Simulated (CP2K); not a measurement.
Runs of CP2K 2026.2 on Os. The structure is hexagonal, space group P6_3/mmc (No. 194). Conventional cell: a = 2.734 Å, b = 2.734 Å, c = 4.320 Å, α = 90.00°, β = 90.00°, γ = 120.00°. Os (site symmetry -6m2) has 12 Os at 2.68 to 2.73 Å as nearest neighbours. 

```csv
potentials or basis,basis sets,potentials,ADDED_MOS,gap on the mesh (eV),pressure (GPa)
GTH_POTENTIALS Os GTH-PBE-q16; TZVP-MOLOPT-SR-GTH basis,Os TZVP-MOLOPT-SR-GTH-q16,Os GTH-PBE-q16 of GTH_POTENTIALS,[16],none,5.3
POTENTIAL_UZH Os GTH-PBE-q16; DZVP-MOLOPT-PBE-GTH basis,Os DZVP-MOLOPT-PBE-GTH-q16,Os GTH-PBE-q16 of POTENTIAL_UZH,[16],none,(b)
POTENTIAL_UZH Os GTH-PBE-q16; TZV2P-MOLOPT-PBE-GTH basis,Os TZV2P-MOLOPT-PBE-GTH-q16,Os GTH-PBE-q16 of POTENTIAL_UZH,[16],none,6.6
GTH_POTENTIALS Os GTH-PBE-q16; SZV-MOLOPT-SR-GTH basis,Os SZV-MOLOPT-SR-GTH-q16,Os GTH-PBE-q16 of GTH_POTENTIALS,[4],none,-10.7
GTH_POTENTIALS Os GTH-PBE-q16; DZVP-MOLOPT-SR-GTH basis,Os DZVP-MOLOPT-SR-GTH-q16,Os GTH-PBE-q16 of GTH_POTENTIALS,[16],none,(a)
POTENTIAL_UZH Os GTH-PBE-q16; TZVP-MOLOPT-PBE-GTH basis,Os TZVP-MOLOPT-PBE-GTH-q16,Os GTH-PBE-q16 of POTENTIAL_UZH,[16],none,6.9
POTENTIAL_UZH Os GTH-PBE-q16; ccGRB-D basis,Os ccGRB-D-q16,Os GTH-PBE-q16 of POTENTIAL_UZH,[16],none,7.7
```

Alike in all rows: task atomic charges; level PBE; no spin polarisation; cell as given; k mesh 11 × 11 × 6; smearing fermi-dirac 0.05 eV.

**Question.** Estimate the missing entries.

**Answer.** (a) 4.5; (b) 7.2.

Caveats: the basis of atomic orbitals isn't converged, which shifts pressures, moduli and gaps; a minimal basis gives rough bond lengths, pressures and levels (some runs).

A k mesh can miss the band edges, and the runs leave out spin-orbit coupling on Os.

A gap of «none» marks a metal or a gap under the smearing width.
